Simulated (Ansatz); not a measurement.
## HfO2 monolayer (2H): a soft mode frozen in

Aim: this structure of HfO2 monolayer (2H) is to be tested for unstable modes, and one is followed downhill.

Method: DFT PBEsol, scalar-relativistic, plane waves, PAW, in Ansatz 0.2.0.

Report form: the programs' logs are mostly left out.

**1. Starting point**

The cell holds 3 atoms: 1 Hf and 2 O. Its edges and angles: a = 3.084 Å, b = 3.084 Å, c = 28.700 Å, α = 90.0°, β = 90.0°, γ = 120.0°. Vacuum lies along c.

**2. The dispersion**

The cell comes from relaxations at this level that are not shown. Stability and thermal properties need the whole zone. Linear response on a 6×6×1 q mesh gives force constants as far as a supercell of that size would, and the tensors from the zone-centre run are typed in so that the long-range dipole term is interpolated apart.

Contents of input.yaml:

```yaml
crystal:
  lattice:
    - [3.0837656031, 0.0, 0.0]
    - [-1.5418828015, 2.6706193516, 0.0]
    - [0.0, 0.0, 28.7]
  atoms:
    - { symbol: Hf, position: [0.3333333333, 0.6666666667, 0.3484320557] }
    - { symbol: O, position: [0.6666666667, 0.3333333333, 0.3887651227] }
    - { symbol: O, position: [0.6666666667, 0.3333333333, 0.3080989888] }
  periodic: [true, true, false]
kpoints:
  mp_grid: { grid: [12, 12, 1] }
hamiltonian:
  xc: pbesol
scf:
  occupations: { method: fixed }
output:
  eigenvalues: true
phonons:
  method: dfpt
  qmesh: [6, 6, 1]
  temperatures: { t_max: 1000, t_step: 50 }
  qpath:
    path:
      - [0.0, 0.0, 0.0]
      - [0.5, 0.0, 0.0]
      - [0.33333333, 0.33333333, 0.0]
      - [0.0, 0.0, 0.0]
    npoints: 10
  isolated: true
  non_analytic_term:
    high_frequency_dielectric_tensor: [[1.6983, 0.0, 0.0], [0.0, 1.6983, 0.0], [0.0, 0.0, 1.116]]
    born_effective_charges:
      - { species: Hf, tensor: [[4.6398, 0.0, 0.0], [0.0, 4.6398, 0.0], [0.0, 0.0, 0.817]] }
      - { species: O, tensor: [[-2.3199, 0.0, 0.0], [0.0, -2.3199, 0.0], [0.0, 0.0, -0.4085]] }
      - { species: O, tensor: [[-2.3199, 0.0, 0.0], [0.0, -2.3199, 0.0], [0.0, 0.0, -0.4085]] }
    source: "zone-centre run at this cell"
```

The run is started by

```sh
$ ansatz run input.yaml --threads 8 --pin off --max-ram 14336MiB --backend cpu --events-out ev --progress --plain --runs-dir out
```

The job ended after 6.9 min (8 threads of Arm Neoverse V1, shared host; peak memory 2.2 GiB).

Numbers from this step:

| Property | Result |
| --- | --- |
| gap on the k-mesh | 2.004 eV |
| sum-rule residual before enforcement | 4.54e-5 eV/Å² |
| lowest frequency on the path | -173.5 cm⁻¹ |
| point group | -6m2 |
| highest frequency on the path or at a solved wavevector | 694.8 cm⁻¹ |
| area per atom | 2.745 Å² |
| highest optical mode at the zone centre (no LO-TO term) | 694.8 cm⁻¹ |
| lowest optical zone-centre mode | -173.5 cm⁻¹ |
| lowest mode on the q mesh (acoustic modes at Γ apart) | -173.5 cm⁻¹ |

Frequencies (cm⁻¹) solved at each irreducible wavevector; negative means imaginary. Frequencies by wavevector, by row:

```
q in reciprocal lattice units  star  mode 1  mode 2  mode 3  mode 4  mode 5  mode 6  mode 7  mode 8  mode 9
                        0 0 0     1  -173.5  -173.5       0       0       0     379     379   552.2   694.8
                   0 0.1667 0     6   -82.5     -71      67    74.1   129.8   362.1     508   551.3   688.6
                   0 0.3333 0     6   -80.7     124   208.8   234.2   249.1   326.5   454.9     549   679.3
                     0 -0.5 0     3   -92.8   149.9     260   277.4   305.9   306.6   429.6   540.5   675.1
              0.1667 0.1667 0     6   -73.1   131.4   137.4   199.1   239.7   341.9   467.8   550.4     681
              0.1667 0.3333 0    12     -95   182.5   210.3   253.6   330.9     332   432.2   535.1   673.8
              0.3333 0.3333 0     2    -106   205.3   230.8   241.5   351.3   365.6     422   520.2   670.4
```

Interpolated from a 6×6×1 q mesh, with the LO-TO term (at Γ the limit along the path; where Γ stands inside the path, tables give the limit on arrival). The phonon branches at the labelled points (cm⁻¹):

| point | branch 1 | branch 2 | branch 3 | branch 4 | branch 5 | branch 6 | branch 7 | branch 8 | branch 9 |
| --- | --- | --- | --- | --- | --- | --- | --- | --- | --- |
| Γ | -174 | -174 | 0 | 0 | 0 | 379 | 379 | 552 | 695 |
| halfway | -71 | 98 | 141 | 175 | 186 | 344 | 480 | 556 | 684 |
| M | -93 | 150 | 260 | 277 | 306 | 307 | 430 | 540 | 675 |
| halfway | -99 | 190 | 220 | 261 | 332 | 343 | 426 | 531 | 673 |
| K | -106 | 205 | 231 | 242 | 351 | 366 | 422 | 520 | 670 |
| halfway | -73 | 131 | 137 | 199 | 240 | 342 | 468 | 550 | 681 |
| Γ | -174 | -174 | 0 | 0 | 0 | 379 | 379 | 552 | 695 |

Symmetry leaves 7 wavevectors to solve. The lowest mode among them, the acoustic zeros apart, lies at Γ and is imaginary, 173.5i cm⁻¹, so the energy falls along it.

**3. The mode frozen in, largest atomic shift 0 Å**

The mode followed lies at q = (0.333, 0.333, 0) with frequency 106.0i cm⁻¹, one of the unstable modes though not the softest. At small amplitude the distorted cell has space group no. 150 by a symmetry search on the positions. The undistorted cell that holds it gives the zero of energy on the same k mesh.

System of this step: HfO2 monolayer (2H). The cell holds 9 atoms: 3 Hf and 6 O. Cell: a = 5.341 Å, b = 5.341 Å, c = 28.700 Å, α = 90.0°, β = 90.0°, γ = 60.0°. It derives from HfO2. Vacuum lies along c.

Contents of input.yaml:

```yaml
crystal:
  lattice:
    - [4.6256484046, 2.6706193515, 0.0]
    - [0.0, 5.3412387032, 0.0]
    - [0.0, 0.0, 28.7]
  atoms:
    - { symbol: Hf, position: [1.0, 0.3333333333, 0.3484320557] }
    - { symbol: Hf, position: [0.3333333333, 0.6666666667, 0.3484320557] }
    - { symbol: Hf, position: [0.6666666667, 1.0, 0.3484320557] }
    - { symbol: O, position: [0.3333333333, 1.0, 0.3887651227] }
    - { symbol: O, position: [0.6666666667, 0.3333333333, 0.3887651227] }
    - { symbol: O, position: [0.0, 0.6666666667, 0.3887651227] }
    - { symbol: O, position: [0.3333333333, 1.0, 0.3080989888] }
    - { symbol: O, position: [0.6666666667, 0.3333333333, 0.3080989888] }
    - { symbol: O, position: [0.0, 0.6666666667, 0.3080989888] }
  periodic: [true, true, false]
kpoints:
  mp_grid: { grid: [6, 6, 1] }
hamiltonian:
  xc: pbesol
scf:
  occupations: { method: gaussian, width: 0.02 }
output:
  forces: true
  stress: true
  eigenvalues: true
```

It took 4.6 s on 8 threads; peak memory 1.7 GiB.

Numbers from this step:

```
gap on the k-mesh                : 2.031 eV
energy from the undistorted cell : 0 meV/atom
```

**4. The mode frozen in, largest atomic shift 0.22 Å**

The atoms are moved along the unstable eigenvector, the largest shift by 0.22 Å, with the cell fixed.

Contents of input.yaml:

```yaml
crystal:
  lattice:
    - [4.6256484046, 2.6706193515, 0.0]
    - [0.0, 5.3412387032, 0.0]
    - [0.0, 0.0, 28.7]
  atoms:
    - { symbol: Hf, position: [1.0, 0.3333333333, 0.3407665505] }
    - { symbol: Hf, position: [0.3333333333, 0.6666666667, 0.348431975] }
    - { symbol: Hf, position: [0.6666666667, 1.0, 0.3560973636] }
    - { symbol: O, position: [0.3438884173, 0.9947223997, 0.3887650602] }
    - { symbol: O, position: [0.6613891584, 0.3280556582, 0.3887651227] }
    - { symbol: O, position: [-0.0052777671, 0.6772217506, 0.3887651852] }
    - { symbol: O, position: [0.3227782494, 1.0052776003, 0.3080989263] }
    - { symbol: O, position: [0.6719441749, 0.3386110084, 0.3080989888] }
    - { symbol: O, position: [0.0052777671, 0.6561115827, 0.3080990513] }
  periodic: [true, true, false]
kpoints:
  mp_grid: { grid: [6, 6, 1] }
hamiltonian:
  xc: pbesol
scf:
  occupations: { method: gaussian, width: 0.02 }
output:
  forces: true
  stress: true
  eigenvalues: true
```

The job ended after 5 s (8 threads; peak memory 1.7 GiB; 37 s of CPU time).

Numbers from this step:

```
gap on the k-mesh                : 2.532 eV
energy from the undistorted cell : -13.08 meV/atom
```

The energy, extrapolated to zero smearing, is -13.08 meV/atom against the undistorted cell.

**5. Energy along the mode, all amplitudes (two of the runs are shown above)**

An imaginary frequency means negative curvature, so the energy should fall and then rise again as anharmonic terms take over.

Numbers from this step:

* depth at the lowest point sampled: 13.08 meV/atom
* largest atomic shift at that point: 0.22 Å

Energy from the parent against largest atomic shift:

```csv
largest atomic shift (Å),energy from the parent (meV/atom)
0.000,0
0.040,-1.29
0.080,-4.72
0.140,-11.1
0.220,-13.1
0.320,14.3
```

Displacement at unit largest shift by atom:

```
atom  x (Å)  y (Å)  z (Å)  size
 Hf1   0.00   0.00  -1.00  1.00
 Hf2   0.00   0.00   0.00  0.00
 Hf3   0.00   0.00   1.00  1.00
  O4   0.22   0.00   0.00  0.22
  O5  -0.11  -0.19   0.00  0.22
  O6  -0.11   0.19   0.00  0.22
  O7  -0.22   0.00   0.00  0.22
  O8   0.11   0.19   0.00  0.22
  O9   0.11  -0.19   0.00  0.22
```

The lowest of the steps tried is at 0.22 Å, 13.1 meV/atom below the parent; the bottom of the well need not coincide with a step.

**6. Relaxing from the distorted cell**

Starting from the lowest point found, all atoms and the cell are let go, so that strain and other modes of the same symmetry can join in.

Changes to input.yaml since step 4:

```diff
@@ -21,3 +21,3 @@
 scf:
-  occupations: { method: gaussian, width: 0.02 }
+  occupations: { method: fixed }
 output:
@@ -26 +26,10 @@
   eigenvalues: true
+  write_density: true
+  write_potential: true
+  elf: true
+  volumetric_format: npy
+relax:
+  adjacent_minimum: "off"
+  f_tol: 0.002
+  max_steps: 120
+  cell: { stress_2d_tol: 0.005 }
```

It took 64 s on 8 threads; peak memory 1.8 GiB.

Relaxation path:

| step | energy less that of the first step (eV) | largest force component (eV/Å) | volume (Å³) |
| --- | --- | --- | --- |
| 1 | 0.0000 | 0.6236 | 709.08 |
| 2 | -0.1358 | 0.2126 | 710.19 |
| 3 | -0.1597 | 0.1474 | 710.32 |
| 4 | -0.1780 | 0.1361 | 702.55 |
| 5 | -0.1817 | 0.0020 | 703.36 |
| 6 | -0.1816 | 0.0001 | 703.42 |
| 7* | -0.1776 | 0.0006 | 703.42 |
| 8 | -0.1778 | 0.0003 | 703.19 |
| 9* | -0.1777 | 0.0003 | 703.19 |

Relaxation steps marked * repeat the geometry before them on a plane-wave basis chosen anew for their cell, so energy and pressure can jump there.

Forces are held to the 6 operations that the run works with; a distortion that breaks them can't arise in this run.

```csv
cell as run,before,after,change
a (Å),5.341,5.319,-0.4 %
b (Å),5.341,5.319,-0.4 %
```

The atoms that moved most (Å, along periodic axes as changes of fractional coordinates times the final cell, across vacuum about the mean position):

```
atom      dx      dy      dz  length
 Hf3   0.000   0.000   0.134   0.134
 Hf1   0.000   0.000  -0.134   0.134
  O8  -0.066  -0.088  -0.007   0.110
  O5   0.044   0.101   0.007   0.110
  O9  -0.044   0.101  -0.007   0.110
  O4  -0.109  -0.013   0.007   0.110
  O7   0.109  -0.013  -0.007   0.110
  O6   0.066  -0.088   0.007   0.110
```

This step gave:

```yaml
gap_on_the_k_mesh: 2.617 eV
area_per_atom: 2.722 Å²
```

Valence density in the ac plane at fractional y = 0.000, with atoms of Hf and O within 0.2 Å of it. It is the smooth field of the valence electrons, not physical close to the nuclei.

Values in e/Å³, 24 rows by 15 columns, each cell a mean:
```
 0  0  0  0  0  0  0  0  0  0  0  0  0  0  0
 0  0  0  0  0  0  0  0  0  0  0  0  0  0  0
 0  0  0  0  0  0  0  0  0  0  0  0  0  0  0
 0  0  0  0  0  0  0  0  0  0  0  0  0  0  0
 0  0  0  0  0  0  0  0  0  0  0  0  0  0  0
 0  0  0  0  0  0  0  0  0  0  0  0  0  0  0
 0  0  0  0  0  0  0  0  0  0  0  0  0  0  0
 0  0  0  0  0  0  0  0  0  0  0  0  0  0  0
 0  0  0  0  0  0  0  0  0  0  0  0  0  0  0
 0  0  0  0  0  0  0  0  0  0  0  0  0  0  0
 0  0  0  0  0  0  0  0  0  0  0  0  0  0  0
 0  0  0  0  0  0  0  0  0  0  0  0  0  0  0
 0  0  0  0  0  0  0  0  0  0  0  0  0  0  0
 0  0  0  0  0  0  0  0  0  0  0  0  0  0  0
 0  0  0  2  4  5  2  1  1  3  4  2  1  0  0
 0  0  0  0  1  1  1  1  4 14 19  9  2  0  0
 0  0  0  1  4  5  3  1  0  0  0  0  0  0  0
 0  0  0  0  0  0  0  0  0  0  0  0  0  0  0
 0  0  0  0  0  0  0  0  0  0  0  0  0  0  0
 0  0  0  0  0  0  0  0  0  0  0  0  0  0  0
 0  0  0  0  0  0  0  0  0  0  0  0  0  0  0
 0  0  0  0  0  0  0  0  0  0  0  0  0  0  0
 0  0  0  0  0  0  0  0  0  0  0  0  0  0  0
 0  0  0  0  0  0  0  0  0  0  0  0  0  0  0
```
Columns run along a (5.3 Å), rows up along c (28.7 Å). Atoms in or near the plane, at fractional coordinates: Hf at (0.67, 0.36), O at (0.32, 0.39), O at (0.35, 0.31).

ELF in the ac plane at fractional y = 0.000, with atoms of Hf and O within 0.2 Å of it. It is the smooth field of the valence electrons, not physical close to the nuclei.

Ten even steps from '_' (0.00) to '@' (0.80), each cell a mean:
```
______________________________
______________________________
______________________________
______________________________
______________________________
______________________________
______________________________
______________________________
______________________________
______________________________
______________________________
______________________________
______________________________
____::==****++--..____________
__::##@@%%##@@**--==++==..____
....--==++++==::**@@@@@@++..__
__::**@@@@##@@%%==____________
____::++**##**==..____________
______________________________
______________________________
______________________________
______________________________
______________________________
______________________________
```
Columns run along a (5.3 Å), rows up along c (28.7 Å). Atoms in or near the plane, at fractional coordinates: Hf at (0.67, 0.36), O at (0.32, 0.39), O at (0.35, 0.31).

Electrostatic potential energy in the ac plane at fractional y = 0.000, with atoms of Hf and O within 0.2 Å of it. With pseudopotentials it is smooth inside the atoms' cores, unlike the true potential.

Values in eV, 24 rows by 15 columns, each cell a mean:
```
  0   0   0   0   0   0   0   0   0   0   0   0   0   0   0
  0   0   0   0   0   0   0   0   0   0   0   0   0   0   0
  0   0   0   0   0   0   0   0   0   0   0   0   0   0   0
  0   0   0   0   0   0   0   0   0   0   0   0   0   0   0
  0   0   0   0   0   0   0   0   0   0   0   0   0   0   0
  0   0   0   0   0   0   0   0   0   0   0   0   0   0   0
  0   0   0   0   0   0   0   0   0   0   0   0   0   0   0
  0   0   0   0   0   0   0   0   0   0   0   0   0   0   0
  0   0   0   0   0   0   0   0   0   0   0   0   0   0   0
  0   0   0   0   0   0   0   0   0   0   0   0   0   0   0
  0   0   0   0   0   0   0   0   0   0   0   0   0   0   0
  0   0   0   0   0   0   0   0   0   0   0   0   0   0   0
  0   0   0   0   0   0   0   0   0   0   0   0   0   0   0
  0   0   0   0  -1  -1  -1  -1  -2  -2  -3  -2  -2  -1  -1
 -3  -3  -4 -18 -29 -29 -23 -12 -17 -22 -22 -20 -15  -8  -5
 -8  -9  -9  -8 -10 -12 -10 -18 -28 -30 -30 -30 -25 -14  -9
 -4  -5  -5 -14 -29 -30 -28 -11  -6  -8  -9  -7  -5  -4  -3
 -1  -1  -1  -1  -2  -3  -1   0   0   0   0   0   0   0   0
  0   0   0   0   0   0   0   0   0   0   0   0   0   0   0
  0   0   0   0   0   0   0   0   0   0   0   0   0   0   0
  0   0   0   0   0   0   0   0   0   0   0   0   0   0   0
  0   0   0   0   0   0   0   0   0   0   0   0   0   0   0
  0   0   0   0   0   0   0   0   0   0   0   0   0   0   0
  0   0   0   0   0   0   0   0   0   0   0   0   0   0   0
```
Columns run along a (5.3 Å; values clipped at the 3rd and 97th percentile), rows up along c (28.7 Å). Atoms in or near the plane, at fractional coordinates: Hf at (0.67, 0.36), O at (0.32, 0.39), O at (0.35, 0.31).

The distorted start has space group P321; the relaxation ends in P321.

**7. The new phase in its own primitive cell**

The relaxed structure is symmetrised, reduced to its primitive cell and relaxed tightly, as its phonons need.

Contents of input.yaml:

```yaml
crystal:
  lattice:
    - [4.6063992812, 2.6595058649, 0.0]
    - [1.0e-10, 5.3190117299, 0.0]
    - [0.0, 0.0, 28.7]
  atoms:
    - { symbol: Hf, position: [1.0, 0.3333333333, 0.3360954006] }
    - { symbol: Hf, position: [0.3333333333, 0.6666666667, 0.3484320248] }
    - { symbol: Hf, position: [0.6666666667, 1.0, 0.3607686491] }
    - { symbol: O, position: [0.3201398062, 1.0041902552, 0.3890179912] }
    - { symbol: O, position: [0.6708569219, 0.3423366052, 0.3890179912] }
    - { symbol: O, position: [0.0090032719, 0.6534731395, 0.3890179912] }
    - { symbol: O, position: [0.3465268605, 0.9909967281, 0.3078460585] }
    - { symbol: O, position: [0.6576633948, 0.3291430781, 0.3078460585] }
    - { symbol: O, position: [-0.0041902552, 0.6798601938, 0.3078460585] }
  periodic: [true, true, false]
kpoints:
  mp_grid: { grid: [6, 6, 1] }
hamiltonian:
  xc: pbesol
scf:
  occupations: { method: fixed }
output:
  forces: true
  stress: true
  eigenvalues: true
relax:
  adjacent_minimum: "off"
  f_tol: 0.001
  max_steps: 60
  cell: { stress_2d_tol: 0.002 }
```

Elapsed: 14 s, on 8 threads; peak memory 1.7 GiB.

Little changed from the start: no atom moved by 0.005 Å and no cell edge by 0.1 %.

This step gave:

* direct gap on mesh: 2.664 eV

The largest force component left is 0.28 meV/Å, within the tolerances set.

**8. The phases reached**

The phases reached along the modes that were followed are set side by side.

Energies are those of the first relaxation, on the mesh of the frozen mode; space group, volume and gap are those of the last relaxation. Phases, by row:

```csv
mode frozen in,space group,energy from parent (meV/atom),volume (Å³/atom),gap on mesh (eV),lowest zone-centre optical mode (cm⁻¹),largest shift (Å)
parent,P-6m2,0,78.79,2.004,–,–
"q = (0, 0, 0), 173i cm⁻¹",P-3m1,-540.5,85.84,4.898,276.5,1.254
"q = (0, 0, 0), 173i cm⁻¹",P-4m2,-222,111.4,4.686,196.8,1.23
"q = (0, 0, 0), 173i cm⁻¹",P-3m1,-540.5,85.83,4.898,276.5,1.254
"q = (0.333, 0.333, 0), 106i cm⁻¹",P321,-32.83,78.13,2.617,–,0.354
```

**9. Outcome**

```yaml
unstable_mode_of_the_parent: q = (0.333, 0.333, 0), 106i cm⁻¹
depth_at_the_lowest_point_sampled: 13.1 meV/atom
largest_atomic_shift_at_that_point: 0.22 Å
space_group_reached_within_0p01_a: P321
energy_gained_over_the_parent_first_relaxation_on_the_mesh_of_the_frozen_mode: 32.8 meV/atom
area_per_atom_phase_reached: 2.72 Å²
gap_on_the_k_mesh_phase_reached: 2.62 eV
```

What this shows: Along this mode the structure falls into P321, 32.8 meV/atom below the parent. At the parent's cell the well is 13.08 meV/atom deep on the steps tried, with its lowest point at a shift of 0.22 Å. Relaxing atoms and cell changes the gain by +19.75 meV/atom against the lowest step (energies at zero smearing). Most of the total comes from this relaxation. The modes of the phase reached were not computed on this path. Of the 4 patterns followed to their end from this parent, this one ends 508 meV/atom above the lowest, P-3m1. Each path keeps the symmetry of its pattern, so a lower phase may lie along a pattern not tried. In a sheet or slab the interpolated bending branch near Γ is rough, since the rotational sum rule isn't imposed. Spin-orbit coupling is left out, which can matter for the heavy elements here. The starting cell was built on a prototype and not taken from a measurement.

[Logs are printed without paths, hosts, clocks, repeated set-up lines and the standing remarks that a program may print on its own settings, such as how far it seeks lower states.]

[Hosts, paths, dates, database ids (printed as entryN), source tags and the programs' standing remarks are cut or masked in the printed files.]
